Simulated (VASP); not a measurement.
# AlN (F-43m) in VASP: notebook

One crystal, AlN, is run at these levels: PBE; tasks: relaxation of cell and atoms.

Program: VASP 6.6.1. These are calculated values, not measurements. Logs are shortened: lines on timing, memory, paths and dates and some standing lists are left out, and cuts for length are marked.

### Step 1. Starting point

It takes space group F-43m (No. 216, cubic). The conventional cell has a = 4.368 Å, b = 4.368 Å, c = 4.368 Å, α = 90.00°, β = 90.00°, γ = 90.00°. Around Al (site symmetry -43m) lie 4 N at 1.89 Å. N (site symmetry -43m) is surrounded by 4 Al at 1.89 Å.

Measurements of this composition are mostly on another form, of space group No. 186.

### Step 2. Relaxation of cell and atoms, PBE

Contents of INCAR:

```
  ALGO = Fast
  AMIX = 0.2
  EDIFF = 1E-7
  EDIFFG = -0.002
  ENCUT = 520
  GGA = PE
  IBRION = 2
  ISIF = 3
  ISMEAR = 0
  LASPH = T
  LCHARG = F
  LREAL = F
  LWAVE = F
  NELM = 100
  NSW = 80
  PREC = Accurate
  SIGMA = 0.02
```

Contents of KPOINTS:

```
k-points
0
Gamma
  12 12 12
```

Contents of POSCAR:

```
AlN
1.0
    0.0000000000      2.1839935600      2.1839935600
    2.1839935600      0.0000000000      2.1839935600
    2.1839935600      2.1839935600      0.0000000000
Al N
1 1
Direct
    0.0000000000      0.0000000000      0.0000000000
    0.7500000000      0.7500000000      0.7500000000
```

Potentials or basis: VASP PAW PBE potentials, release 64 (Al, N).

On the command line:

```bash
$ cat potpaw_PBE.64/Al/POTCAR potpaw_PBE.64/N/POTCAR > POTCAR
$ mpirun -np 1 vasp_std > vasp.out
```

OUTCAR:

```text
AMIX = 0.2
   EDIFF = 1E-7
   EDIFFG = -0.002
   ENCUT = 520
   GGA = PE
   IBRION = 2
   ISIF = 3
   ISMEAR = 0
   LASPH = T
   LREAL = F
   NELM = 100
   NSW = 80
   PREC = Accurate

 ion  position               nearest neighbor table
   1  0.000  0.000  0.000-   2 1.89   2 1.89   2 1.89   2 1.89
   2  0.750  0.750  0.750-   1 1.89   1 1.89   1 1.89   1 1.89

  LATTYP: Found a face centered cubic cell.
 ALAT       =     4.3679871200

  Lattice vectors:

 A1 = (   0.0000000000,   2.1839935600,   2.1839935600)
 A2 = (   2.1839935600,   0.0000000000,   2.1839935600)
 A3 = (   2.1839935600,   2.1839935600,   0.0000000000)

Analysis of symmetry for initial positions (statically):
=====================================================================
 Subroutine PRICEL returns:
 Original cell was already a primitive cell.

 Routine SETGRP: Setting up the symmetry group for a
 face centered cubic supercell.

 Subroutine GETGRP returns: Found 24 space group operations
 (whereof 24 operations were pure point group operations)
 out of a pool of 48 trial point group operations.

The static configuration has the point symmetry T_d .

Analysis of symmetry for dynamics (positions and initial velocities):
=====================================================================
 Subroutine PRICEL returns:
 Original cell was already a primitive cell.

 Routine SETGRP: Setting up the symmetry group for a
 face centered cubic supercell.

 Subroutine GETGRP returns: Found 24 space group operations
 (whereof 24 operations were pure point group operations)
 out of a pool of 48 trial point group operations.

The dynamic configuration has the point symmetry T_d .

 Subroutine INISYM returns: Found 24 space group operations
 (whereof 24 operations are pure point group operations),
 and found     1 'primitive' translations

----------------------------------------------------------------------------------------

                                     Primitive cell

  volume of cell :      20.8345

  direct lattice vectors                    reciprocal lattice vectors
     0.000000000  2.183993560  2.183993560    -0.228938404  0.228938404  0.228938404
     2.183993560  0.000000000  2.183993560     0.228938404 -0.228938404  0.228938404
     2.183993560  2.183993560  0.000000000     0.228938404  0.228938404 -0.228938404

  length of vectors
     3.088633313  3.088633313  3.088633313     0.396532948  0.396532948  0.396532948

  position of ions in fractional coordinates (direct lattice)
     0.000000000  0.000000000  0.000000000
     0.750000000  0.750000000  0.750000000

  ion indices of the primitive-cell ions
   primitive index   ion index
                 1           1
                 2           2

----------------------------------------------------------------------------------------

 KPOINTS: k-points

Automatic generation of k-mesh.
 Grid dimensions read from file:
 generate k-points for:   12   12   12

 Generating k-lattice:

  Cartesian coordinates                     Fractional coordinates (reciprocal lattice)
    -0.019078200  0.019078200  0.019078200     0.083333333  0.000000000  0.000000000
     0.019078200 -0.019078200  0.019078200     0.000000000  0.083333333  0.000000000
     0.019078200  0.019078200 -0.019078200     0.000000000  0.000000000  0.083333333

  Length of vectors
     0.033044412  0.033044412  0.033044412

  Shift w.r.t. Gamma in fractional coordinates (k-lattice)
     0.000000000  0.000000000  0.000000000

 Subroutine IBZKPT returns following result:
 ===========================================

 Found     72 irreducible k-points:

 Following reciprocal coordinates:
            Coordinates               Weight
  0.000000  0.000000  0.000000      1.000000
  0.083333  0.000000  0.000000      8.000000
  0.166667  0.000000  0.000000      8.000000
  0.250000  0.000000  0.000000      8.000000
  0.333333  0.000000  0.000000      8.000000
  0.416667  0.000000  0.000000      8.000000
[... 16 lines left out ...]
  0.500000  0.166667  0.000000     24.000000
 -0.416667  0.166667  0.000000     24.000000
 [... further k-points ...]
   k-points           NKPTS =     72   k-points in BZ     NKDIM =     72   number of bands    NBANDS=      8
   number of dos      NEDOS =    301   number of ions     NIONS =      2
   total plane-waves  NPLWV =  13824
   dimension x,y,z NGX =    24 NGY =   24 NGZ =   24
   dimension x,y,z NGXF=    48 NGYF=   48 NGZF=   48
   ions per type =               1   1
   NGX,Y,Z   is equivalent  to a cutoff of  12.92, 12.92, 12.92 a.u.
   NGXF,Y,Z  is equivalent  to a cutoff of  25.84, 25.84, 25.84 a.u.
 SYSTEM =  unknown system
   PREC   = accura    normal or accurate (medium, high low for compatibility)
   ISTART =      0    job   : 0-new  1-cont  2-samecut
   ICHARG =      2    charge: 1-file 2-atom 10-const
   ISPIN  =      1    spin polarized calculation?
   LNONCOLLINEAR =      F non collinear calculations
   LSORBIT =      F    spin-orbit coupling
   LASPH  =      T    aspherical Exc in radial PAW
   ENCUT  =  520.0 eV  38.22 Ry    6.18 a.u.   5.74  5.74  5.74*2*pi/ulx,y,z
   NELM   =    100;   NELMIN=  2; NELMDL= -5     # of ELM steps
   EDIFF  = 0.1E-06   stopping-criterion for ELM
   LREAL  =      F    real-space projection
   EDIFFG = -.2E-02   stopping-criterion for IOM
   NSW    =     80    number of steps for IOM
   IBRION =      2    ionic relax: 0-MD 1-quasi-New 2-CG
   NFREE  =      1    steps in history (QN), initial steepest desc. (CG)
   ISIF   =      3    stress and relaxation
   ISYM   =      2    0-nonsym 1-usesym 2-fastsym
   POTIM  = 0.5000    time-step for ionic-motion
   TEBEG  =    0.0;   TEEND  =   0.0 temperature during run
   PSTRESS=    0.0 pullay stress
   NELECT =       8.0000    total number of electrons
   NUPDOWN=      -1.0000    fix difference up-down
   EMIN   =  10.00;   EMAX   =-10.00  energy-range for DOS
   EFERMI =   0.00;   METHOD = LEGACY
   ISMEAR =     0;   SIGMA  =   0.02  broadening in eV -4-tet -1-fermi 0-gaus
   EFERMI_NEDOS =   21; number of points for ismear=-14 and -15
   IALGO  =     68    algorithm
   IMIX   =      4    mixing-type and parameters
     AMIX     =   0.20;   BMIX     =  1.00
     AMIX_MAG =   0.80;   BMIX_MAG =  1.00
  volume/ion in A,a.u.               =      10.42        70.30
  Fermi-wavevector in a.u.,A,eV,Ry     =   1.189899  2.248583 19.263943  1.415860
  Thomas-Fermi vector in A             =   2.325996
   LORBIT       =      0    0 simple, 1 ext, 2 COOP (PROOUT), +10 PAW based schemes
   GGA     = PE    functional components
   LHFCALC =     F    Hartree Fock is set to
   AEXX    =    0.0000 exact exchange contribution
   IVDW    =     0    specifies the selected vdW correction
   LEPSILON=     F    determine dielectric tensor
   LRPA    =     F    only Hartree local field effects (RPA)
 conjugate gradient relaxation of ions
 non-spin polarized calculation
 RMM-DIIS sequential band-by-band and
 Gauss-broadening in eV      SIGMA  =   0.02
  energy-cutoff  :      520.00
  volume of cell :       20.83
 maximum number of plane-waves:       569
   NGX = 11   NGY = 11   NGZ = 11

--------------------------------------- Ionic step        1  -------------------------------------------

 number of electron       8.0000000 magnetization

 Free energy of the ion-electron system (eV)
  ---------------------------------------------------
  ext. energy  EPLUGINS =         0.00000000
  ---------------------------------------------------
  free energy    TOTEN  =       -14.84045344 eV

  energy without entropy =      -14.84045344  energy(sigma->0) =      -14.84045344

------------------------ aborting loop because EDIFF is reached ----------------------------------------

  FORCE on cell =-STRESS in cart. coord.  units (eV):
  Direction    XX          YY          ZZ          XY          YZ          ZX
  --------------------------------------------------------------------------------------
  -------------------------------------------------------------------------------------
  Total        0.5986703      0.5986703      0.5986703      0.0000000     -0.0000000     -0.0000000
  in kB       46.0377696     46.0377696     46.0377696      0.0000000     -0.0000000     -0.0000000
  external PRESSURE =      46.0377696 kB  Pullay stress =       0.0000000 kB
[... 89 lines left out ...]
  FREE ENERGIE OF THE ION-ELECTRON SYSTEM (eV)
  ---------------------------------------------------
  free  energy   TOTEN  =       -14.8471585105 eV

  energy  without entropy=      -14.8471585105  energy(sigma->0) =      -14.84715851

[... ionic steps 4 to 13 ...]

--------------------------------------- Ionic step       14  -------------------------------------------

 number of electron       8.0000001 magnetization

------------------------ aborting loop because EDIFF is reached ----------------------------------------

  FORCE on cell =-STRESS in cart. coord.  units (eV):
  Direction    XX          YY          ZZ          XY          YZ          ZX
  --------------------------------------------------------------------------------------
  -------------------------------------------------------------------------------------
  Total        0.0089626      0.0089626      0.0089626      0.0000000     -0.0000000      0.0000000
  in kB        0.6739904      0.6739904      0.6739904      0.0000000     -0.0000000      0.0000000
  external PRESSURE =       0.6739904 kB  Pullay stress =       0.0000000 kB
[... 57 lines left out ...]
  energy  without entropy=      -14.8471579215  energy(sigma->0) =      -14.84715792

--------------------------------------- Ionic step       16  -------------------------------------------

 number of electron       8.0000001 magnetization

 Free energy of the ion-electron system (eV)
  ---------------------------------------------------
  ext. energy  EPLUGINS =         0.00000000
  ---------------------------------------------------
  free energy    TOTEN  =       -14.84715808 eV

  energy without entropy =      -14.84715808  energy(sigma->0) =      -14.84715808

 E-fermi :   5.8646     XC(G=0): -10.8350

 val. band max:        5.7576336945   @ k =   0.0000   0.0000   0.0000
 cond. band min:       9.0636052207   @ k =   0.5000   0.5000   0.0000
 fundamental gap:      3.3059715262
 Fermi energy:         5.8645557151

 k-point     1 :       0.0000    0.0000    0.0000
  band No.  band energies     occupation
      1      -9.0925      2.00000
      2       5.7576      2.00000
      3       5.7576      2.00000
      4       5.7576      2.00000
      5       9.7542      0.00000
      6      18.0950      0.00000
      7      18.0950      0.00000
      8      18.0950      0.00000
[... 243 lines left out ...]
 k-point    24 :      -0.4167    0.1667    0.0000
  band No.  band energies     occupation
      1      -6.9371      2.00000
      2       0.4562      2.00000
      3       4.0003      2.00000
      4       5.0497      2.00000
      5      13.2918      0.00000
      6      14.3768      0.00000
      7      17.6318      0.00000
      8      17.7197      0.00000

 [... further k-points ...]

------------------------ aborting loop because EDIFF is reached ----------------------------------------

  FORCE on cell =-STRESS in cart. coord.  units (eV):
  Direction    XX          YY          ZZ          XY          YZ          ZX
  --------------------------------------------------------------------------------------
  -------------------------------------------------------------------------------------
  Total       -0.0012673     -0.0012673     -0.0012673      0.0000000      0.0000000      0.0000000
  in kB       -0.0952686     -0.0952686     -0.0952686      0.0000000      0.0000000      0.0000000
  external PRESSURE =      -0.0952686 kB  Pullay stress =       0.0000000 kB
[... 17 lines left out ...]
  FREE ENERGIE OF THE ION-ELECTRON SYSTEM (eV)
  ---------------------------------------------------
  free  energy   TOTEN  =       -14.8471580829 eV

  energy  without entropy=      -14.8471580829  energy(sigma->0) =      -14.84715808

 reached required accuracy - stopping structural energy minimisation
```

It took 28 s on 1 thread of Intel Xeon Platinum 8488C (Sapphire Rapids), shared host; peak memory 0.14 GiB.

What came out:

```
Free energy                            : -14.8472 eV
Relaxed volume                         : 10.66 Å³/atom
Relaxed cell                           : a = 3.112 Å, b = 3.112 Å, c = 3.112 Å, α = 60.00°, β = 60.00°, γ = 60.00°
Space group after relaxing (to 0.05 Å) : F-43m (No. 216)
Energy gained by relaxing              : 3.4 meV/atom
Ionic steps                            : 16
Pressure after relaxing                : 0.0 GPa
Band gap on the k mesh                 : 3.31 eV, indirect (least direct gap 4.00 eV)
```

Step by step:
| step | energy change (eV) | largest force (eV/Å) | pressure (GPa) | volume (Å³) |
| --- | --- | --- | --- | --- |
| 1 | 0.0000 | 0.0000 | 4.60 | 20.83 |
| 2 | -0.0014 | 0.0000 | -3.81 | 21.75 |
| 3 | -0.0067 | 0.0000 | -0.04 | 21.31 |
| 4 | -0.0067 | 0.0000 | 0.08 | 21.30 |
| 5 | -0.0067 | 0.0000 | 0.08 | 21.30 |
| 6 | -0.0067 | 0.0000 | 0.08 | 21.30 |
| 7 | -0.0067 | 0.0000 | 0.08 | 21.30 |
| 8 | -0.0067 | 0.0000 | 0.08 | 21.30 |
| 9 | -0.0067 | 0.0000 | 0.08 | 21.30 |
| 10 | -0.0067 | 0.0000 | 0.08 | 21.30 |
| 11 | -0.0067 | 0.0000 | 0.07 | 21.30 |
| 12 | -0.0067 | 0.0000 | 0.07 | 21.30 |
| 13 | -0.0067 | 0.0000 | 0.07 | 21.30 |
| 14 | -0.0067 | 0.0000 | 0.07 | 21.31 |
| 15 | -0.0067 | 0.0000 | 0.03 | 21.31 |
| 16 | -0.0067 | 0.0000 | -0.01 | 21.31 |

Final structure:
```xyz
2
Lattice="0.0000 2.2006 2.2006 2.2006 0.0000 2.2006 2.2006 2.2006 0.0000" Properties=species:S:1:pos:R:3 pbc="T T T"
Al    0.0000    0.0000    0.0000
N     3.3009    3.3009    3.3009
```

A k mesh can miss the band edges. As with any semilocal functional, this PBE gap is likely too small.

### Step 3. Relaxation of cell and atoms, PBE

This run uses another cell than the first one, of 10.66 Å³/atom, 1.023 times its volume.

INCAR is that of step 2.

KPOINTS is that of step 2.

Contents of POSCAR:

```
AlN                                     
1.0
    0.0000000000      2.2005750949      2.2005750949
    2.2005750949     -0.0000000000      2.2005750949
    2.2005750949      2.2005750949      0.0000000000
  Al              N             
     1     1
Direct
     0.0000000000000000    0.0000000000000000    0.0000000000000000
     0.7500000000000000    0.7500000000000000    0.7500000000000000
```

Potentials or basis: VASP PAW PBE potentials, release 64 (Al, N).

On the command line:

```bash
$ cat potpaw_PBE.64/Al/POTCAR potpaw_PBE.64/N/POTCAR > POTCAR
$ mpirun -np 1 vasp_std > vasp.out
```

It took 6.5 s on 1 thread of Intel Xeon Platinum 8488C (Sapphire Rapids), shared host; peak memory 0.13 GiB.

The run converged. Its results:

- Free energy: -14.8474 eV
- Pressure after relaxing: 0.0 GPa
- Band gap on the k mesh: 3.31 eV, indirect (least direct gap 4.00 eV)

Final structure:
```yaml
crystal:
  lattice:
    - [0.00000, 2.20058, 2.20058]
    - [2.20058, 0.00000, 2.20058]
    - [2.20058, 2.20058, 0.00000]
  atoms:
    - { symbol: Al, position: [0.00000, 0.00000, 0.00000] }
    - { symbol: N, position: [0.75000, 0.75000, 0.75000] }
```

Levels at points of the mesh, in eV from the valence-band top:
| k point | band 2 | band 3 | band 4 | band 5 | band 6 | band 7 |
| --- | --- | --- | --- | --- | --- | --- |
| (0.00, 0.00, 0.00) | 0.00 | 0.00 | 0.00 | 4.00 | 12.34 | 12.34 |
| (0.50, 0.00, 0.00) | -5.76 | -0.48 | -0.48 | 7.17 | 9.71 | 11.00 |
| (0.50, 0.50, 0.00) | -4.83 | -1.75 | -1.75 | 3.31 | 8.48 | 13.65 |

Caveat: the relaxation stopped at its first step, so nothing moved. A k mesh can miss the band edges.
